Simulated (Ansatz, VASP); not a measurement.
## Two plane-wave programs on MgO

```
Mg O
1.0
     3.57637    0.00000    0.00000
    -1.78818    3.09723    0.00000
     0.00000    0.00000    3.99882
Mg O
2 2
Direct
  0.67473 0.34946 0.75000
  0.32527 0.65054 0.25000
  0.66073 0.32146 0.25000
  0.33927 0.67854 0.75000
```

Change from the starting cell: mode 5 frozen in at +0.049 Å, strain +e along z and -e/2 along x and y -0.0467.

Alike in both runs: task single point; functional PBEsol; k mesh 9 × 9 × 6; occupations gaussian, width 0.05 eV; no spin polarisation.

```csv
,VASP,Ansatz
version,VASP 6.6.1,Ansatz 0.2.0
potentials or method,"VASP PAW PBE potentials, release 64 (Mg, O)","scalar-relativistic, plane waves, PAW"
plane-wave cutoff (eV),520,520
valence electrons in the cell,16,32
```

```csv
,VASP,Ansatz,Ansatz less VASP
gap on the k mesh at the Fermi level (eV),3.35,3.35,+0.009
least direct gap on the mesh (eV),3.35,3.35,+0.009
pressure (GPa),1.7,2.1,+0.40
largest component of the traceless stress (GPa),9.79,9.75,-0.033
rms of the force components (eV/Å),0.168,0.166,-0.0020
```

Atom by atom the forces differ by 0.002 eV/Å (rms over components). The functional is the same, so the differences come from potentials, cutoffs and numerics. The two sets of potentials don't hold the same shells in valence. Ansatz warned: «pseudo_functional_mismatch».

Caveats: the PAW data sets were made with another functional, which shifts forces and pressure a little (VASP).
